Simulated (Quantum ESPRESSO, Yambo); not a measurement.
# A GW chain in Yambo: GaN (P6_3mc), part 2 of 3

How does a plane-wave GW calculation on GaN (P6_3mc) run from the first input to the gap?

Quantum ESPRESSO 7.5 and Yambo 5.3.0; PBE and many-body steps on it, plane waves. Known limits of the many-body steps: not at the basis limit; no spin-orbit coupling.

So far. Step 2 (Ground state): The gap is direct, at Γ. Step 3 (Bands along the symmetry lines): The gap is 2.001 eV, as in the run before at this level.

The database entry behind the starting cell differs from later determinations by our own check (about 0.3 % short, ideal inner coordinate), so it need not match the best structure at ambient conditions.

## (4) Empty states on the mesh, 6×6×4 mesh, 214 bands

Level of this step: DFT, PBE, plane waves, norm-conserving pseudopotentials (Quantum ESPRESSO).

The sums over transitions need many empty states on a uniform mesh; this step solves for them.

Input file pw.in:

```
&control
  calculation = 'nscf'
  prefix = 'x'
  outdir = 'o'
  pseudo_dir = 'pseudo'
/
&system
  ibrav = 0
  nat = 4
  ntyp = 2
  ecutwfc = 104.0
  nbnd = 214
  force_symmorphic = .true.
/
&electrons
  conv_thr = 1e-9
  electron_maxstep = 80
  diago_full_acc = .true.
  diago_thr_init = 5e-6
/
ATOMIC_SPECIES
  Ga 69.723 Ga.upf
  N 14.007 N.upf
CELL_PARAMETERS angstrom
  3.1800000000 0.0000000000 0.0000000000
  -1.5900000000 2.7539607840 0.0000000000
  0.0000000000 0.0000000000 5.1660000000
ATOMIC_POSITIONS crystal
  Ga 0.3333333333 0.6666666667 0.0000000000
  Ga 0.6666666667 0.3333333333 0.5000000000
  N 0.3333333333 0.6666666667 0.3750000000
  N 0.6666666667 0.3333333333 0.8750000000
K_POINTS automatic
  6 6 4 0 0 0
```

Command:

```sh
> OMP_NUM_THREADS=1 mpirun -n 4 pw.x -nk 4 -in pw.in > pw.out
```

Log:

```text
[banner, memory and clock lines left out]
Program PWSCF v.7.5 starts

     Atomic positions and unit cell read from directory:
     o/x.save/

     Message from routine setup:
     using ibrav=0 with symmetry is DISCOURAGED, use correct ibrav instead

     G-vector sticks info

     bravais-lattice index     =            0
     lattice parameter (alat)  =       6.0093  a.u.
     unit-cell volume          =     305.3064 (a.u.)^3
     number of atoms/cell      =            4
     number of atomic types    =            2
     number of electrons       =        52.00
     number of Kohn-Sham states=          214
     kinetic-energy cutoff     =     104.0000  Ry
     charge density cutoff     =     416.0000  Ry
     Exchange-correlation= PBE
                           (   1   4   3   4   0   0   0)

     celldm(1)=   6.009329  celldm(2)=   0.000000  celldm(3)=   0.000000
     celldm(4)=   0.000000  celldm(5)=   0.000000  celldm(6)=   0.000000

     crystal axes: (cart. coord. in units of alat)
               a(1) = (   1.000000   0.000000   0.000000 )
               a(2) = (  -0.500000   0.866025   0.000000 )
               a(3) = (   0.000000   0.000000   1.624528 )

     reciprocal axes: (cart. coord. in units 2 pi/alat)
               b(1) = (  1.000000  0.577350 -0.000000 )
               b(2) = (  0.000000  1.154701  0.000000 )
               b(3) = (  0.000000 -0.000000  0.615563 )
     Pseudo is Norm-conserving + core correction, Zval = 21.0
     Generated using ONCVPSP code by D. R. Hamann
     Using radial grid of 1902 points,  6 beta functions with:
     Pseudo is Norm-conserving + core correction, Zval =  5.0
     Generated using ONCVPSP code by D. R. Hamann
     Using radial grid of 1058 points,  4 beta functions with:
     Ga               21.00    69.72300     Ga( 1.00)
     N                 5.00    14.00700     N ( 1.00)

      6 Sym. Ops. (no inversion) found

   Cartesian axes

     site n.     atom                  positions (alat units)
         1        Ga     tau(   1) = (  -0.0000000   0.5773503   0.0000000  )
         2        Ga     tau(   2) = (   0.5000000   0.2886751   0.8122642  )
         3        N      tau(   3) = (  -0.0000000   0.5773503   0.6091981  )
         4        N      tau(   4) = (   0.5000000   0.2886751   1.4214623  )

     number of k points=    24
                       cart. coord. in units 2pi/alat
        k(    1) = (   0.0000000   0.0000000   0.0000000), wk =   0.0138889
        k(    2) = (   0.0000000   0.0000000   0.1538908), wk =   0.0277778
        k(    3) = (   0.0000000   0.0000000  -0.3077816), wk =   0.0138889
[...]
[... 12 further rows ...]
        k(   23) = (   0.0000000  -0.3849002   0.1538908), wk =   0.0833333
        k(   24) = (  -0.1666667  -0.4811252   0.1538908), wk =   0.1666667

     Dense  grid:    43821 G-vectors     FFT dimensions: (  40,  40,  64)

     The potential is recalculated from file :
     o/x.save/charge-density

     Starting wfcs are   34 randomized atomic wfcs +  180 random wfcs

     Band Structure Calculation

     End of band structure calculation

          k = 0.0000 0.0000 0.0000 (  5455 PWs)   bands (ev):

  -130.2435-130.2435 -80.9841 -80.9841 -80.9840 -80.9838 -80.9838 -80.9826
    -4.1846  -3.2664  -1.6792  -1.6580  -1.6580  -1.5951  -1.5951  -1.4088
    -1.4088  -1.3069  -1.3069  -0.0199   4.7284  10.7982  10.7982  11.7957
    11.8561  11.8561  13.8570  16.1938  21.1147  21.8318  21.8318  22.7620
[...]
[... 15 further rows ...]
[...]
148.3733 148.3733 149.1365 149.3263 149.7123 149.7123

          k = 0.0000 0.0000 0.1539 (  5486 PWs)   bands (ev):

  -130.2435-130.2435 -80.9841 -80.9841 -80.9840 -80.9840 -80.9839 -80.9829
[...]
[... 15 further rows ...]
[...]
147.9410 148.2013 148.3410 148.3410 149.3716 150.1120

          k = 0.0000 0.0000-0.3078 (  5444 PWs)   bands (ev):

  -130.2435-130.2435 -80.9840 -80.9840 -80.9840 -80.9840 -80.9833 -80.9833
[...]
66.9675  66.9675  69.1710  69.1710  69.1710  69.1710  71.2748  71.2748
     [... 15 further rows ...]
   146.0485 146.0485 146.0485 146.0485 146.1432 146.1432 147.2997 147.2998
   147.8192 147.8192 147.8192 147.8192 148.1735 148.1735

          k = 0.0000 0.1925 0.0000 (  5469 PWs)   bands (ev):

     [... further k-points ...]

     highest occupied, lowest unoccupied level (ev):    11.8561   13.8570

     XML data file, pseudopotentials, collected wavefunctions
```

Elapsed: 58 s, on 4 MPI ranks of Arm Neoverse V2, shared host; peak memory 0.61 GiB.

Numbers from this step:

```yaml
gap: 2.001 eV
k_of_the_valence_top: 0, 0, 0
k_of_the_conduction_bottom: 0, 0, 0
least_direct_gap: 2.001 eV
k_points_computed: 24
lowest_point_of_the_top_converged_band_above_the_valence_top: 136.3174 eV
```

On this mesh the gap is 2.001 eV.

## (5) Conversion and set-up

This step: Yambo 5.3.0; conversion and set-up on PBE, plane waves, norm-conserving pseudopotentials.

The states are converted to the many-body program's format and the q mesh is built.

Command:

```sh
> (cd o/x.save; p2y > p2y.log; mv SAVE ../..); yambo > setup.log
```

Log:

```text
 Yambo, version 5.3.0

 [02] CORE Variables Setup
 =========================

  [02.01] Unit cells
  ==================

  Cell kind             :  HCP
  Atoms in the cell     :  Ga  N
  number of Ga atoms    :  2
  number of N  atoms    :  2

  List of atomic masses
  Mass of Ga    :  69.72300
  Mass of N     :  14.00700

  List of atomic coordinates    : [cc]
  Ga1       : -0.30047E-09   3.4695       0.0000      order 1
  Ga2       :  3.004665  1.734744  4.881163  order 2
  N1       : -0.30047E-09   3.4695       3.6609      order 3
  N2       :  3.004665  1.734744  8.542035  order 4

  Alat factors          :  6.009329  5.204232  9.762325 [a.u.]
  Direct lattice volume :  305.3064 [a.u.]
  Direct lattice vectors:  A[ 1 ]  A[ 2 ]  A[ 3 ]
   A[ 1 ]:  1.000000  0.000000  0.000000  [iru]
   6.009329  0.000000  0.000000  [cc]
   A[ 2 ]: -0.500000  1.000000  0.000000  [iru]
  -3.004665  5.204232  0.000000  [cc]
   A[ 3 ]:  0.000000  0.000000  1.000000  [iru]
   0.000000  0.000000  9.762325  [cc]

  Recip. lattice volume :  0.812463 [a.u.]
  Recip. lattice vectors:  B[ 1 ]  B[ 2 ]  B[ 3 ]
   B[ 1 ]:  1.000000  0.500000  0.000000  [iku]
   1.045572  0.603661 -0.000000  [cc]
   B[ 2 ]:  0.000000  1.000000  0.000000  [iku]
   0.000000  1.207322  0.000000  [cc]
   B[ 3 ]:  0.000000  0.000000  1.000000  [iku]
   0.000000 -0.000000  0.643616  [cc]

  [02.02] Symmetries
  ==================

  Inversion symmetry    : yes
  Spatial inversion     : no
  Inversion index       :   7
  K-space Time-reversal : yes
  Magnetic symmetries   : no
  Time-reversal derived K-space symmetries:   7  12
  Group table correct   : yes
  Symmetries units      :  [cc]

   [S  1]:   1.0000       0.0000       0.0000     -0.32760E-16   1.0000       0.0000       0.0000       0.0000       1.0000
   [S  2]: -0.500000  0.866025  0.000000 -0.866025 -0.500000  0.000000  0.000000  0.000000  1.000000
   [S  3]: -0.500000 -0.866025  0.000000  0.866025 -0.500000  0.000000  0.000000  0.000000  1.000000
   [S  4]:  -1.0000       0.0000       0.0000      0.32760E-16   1.0000       0.0000       0.0000       0.0000       1.0000
   [S  5]:  0.500000  0.866025  0.000000  0.866025 -0.500000  0.000000  0.000000  0.000000  1.000000
   [S  6]:  0.500000 -0.866025  0.000000 -0.866025 -0.500000  0.000000  0.000000  0.000000  1.000000
   [S* 7]:  -1.0000      -0.0000      -0.0000      0.32760E-16  -1.0000      -0.0000      -0.0000      -0.0000      -1.0000
   [S* 8]:  0.500000 -0.866025 -0.000000  0.866025  0.500000 -0.000000 -0.000000 -0.000000 -1.000000
   [S* 9]:  0.500000  0.866025 -0.000000 -0.866025  0.500000 -0.000000 -0.000000 -0.000000 -1.000000
   [S*10]:   1.0000      -0.0000      -0.0000     -0.32760E-16  -1.0000      -0.0000      -0.0000      -0.0000      -1.0000
   [S*11]: -0.500000 -0.866025 -0.000000 -0.866025  0.500000 -0.000000 -0.000000 -0.000000 -1.000000
[...]
K [14]         [rlu]:  0.166667  0.166667  0.250000
         WF components:   5465
  [... 9 further k-points ...]
  K [24]         [rlu]: -0.166667 -0.333333  0.250000
         WF components:   5469

  [02.05] Energies & Occupations
  ==============================

  [X] === General ===
  [X] Electronic Temperature                        :  0.000000  0.000000 [eV K]
  [X] Bosonic    Temperature                        :  0.000000  0.000000 [eV K]
  [X] Finite Temperature mode                       : no
  [X] El. density                                   :  0.11494E+25 [cm-3]
  [X] Fermi Level                                   :  11.85610 [eV]

  [X] === Gaps and Widths ===
  [X] Conduction Band Min                           :  2.000871 [eV]
  [X] Valence Band Max                              :  0.000000 [eV]
  [X] Filled Bands                                  :  26
  [X] Empty Bands                                   :   27  214
  [X] Direct Gap                                    :  2.000871 [eV]
  [X] Direct Gap localized at k                     :  1
  [X] Indirect Gap                                  :  2.000871 [eV]
  [X] Indirect Gap between kpts                     :  1  1
  [X] Last valence band width                       :  2.707424 [eV]
  [X] 1st conduction band width                     :  4.527718 [eV]

  E @ K [ 1]:  [eV]
  -142.0996 -142.0996  -92.8402  -92.8402  -92.8401  -92.8399  -92.8399  -92.8387
[...]
occ @ K [ 1]
[...]
E @ K [ 2]:  [eV]
[...]
occ @ K [ 2]
[...]
E @ K [ 3]:  [eV]
[...]
occ @ K [ 3]
[...]
E @ K [ 8]:  [eV]
[...]
occ @ K [ 8]
[...]
E @ K [ 9]:  [eV]
[...]
occ @ K [ 9]
[...]
E @ K [10]:  [eV]
[...]
occ @ K [10]
[...]
E @ K [11]:  [eV]
[...]
occ @ K [11]
[...]
E @ K [12]:  [eV]
[...]
occ @ K [12]
[...]
E @ K [13]:  [eV]
[...]
occ @ K [13]
[...]
E @ K [14]:  [eV]
[...]
occ @ K [14]
[...]
[... 9 further k-points ...]
  E @ K [24]:  [eV]
[...]
occ @ K [24]
[...]
0.000000  0.000000  0.000000  0.000000  0.000000  0.000000  0.000000  0.000000
   0.000000  0.000000  0.000000  0.000000  0.000000  0.000000  0.000000  0.000000

 [03] Transferred momenta grid and indexing
 ==========================================

 IBZ Q-points                                      :  24
 BZ  Q-points                                      :  144

 K/Q-points units:
 rlu = crystal or reduced units; cc = cartesian coordinates; iku = interal k-units

 Q [ 1]         [rlu]:  0.000000  0.000000  0.000000
 Q [ 2]         [rlu]:  0.000000  0.000000  0.250000
 Q [ 3]         [rlu]:  0.000000  0.000000 -0.500000
[...]
Q [ 8]         [rlu]: -0.12609E-16  0.33333      0.25000
 Q [ 9]         [rlu]: -0.12609E-16  0.33333     -0.50000
 Q [10]         [rlu]:  0.18914E-16 -0.50000       0.0000
     [... 12 further rows ...]
 Q [23]         [rlu]:  0.12609E-16 -0.33333      0.25000
 Q [24]         [rlu]: -0.166667 -0.333333  0.250000

  [03.01] X indexes
  =================

   [03.01.01] Sigma indexes
   ========================

 [06] Game Over & Game summary
```

Wall time 2.7 s (1 MPI rank); peak memory 0.25 GiB.

(Continued in part 3 of 3.)

[Paths, hosts, dates, memory and timing lines, banners, echoed tables and standing remarks are left out of the program output.]

[Logs are printed without paths, hosts, clocks, repeated set-up lines and the standing remarks that a program may print on its own settings, such as how far it seeks lower states.]

[Runs of the session that timed out or met a known fault of the program may be left out.]

[Hosts, paths, dates, database ids (printed as entryN), source tags and the programs' standing remarks are cut or masked in the printed files.]
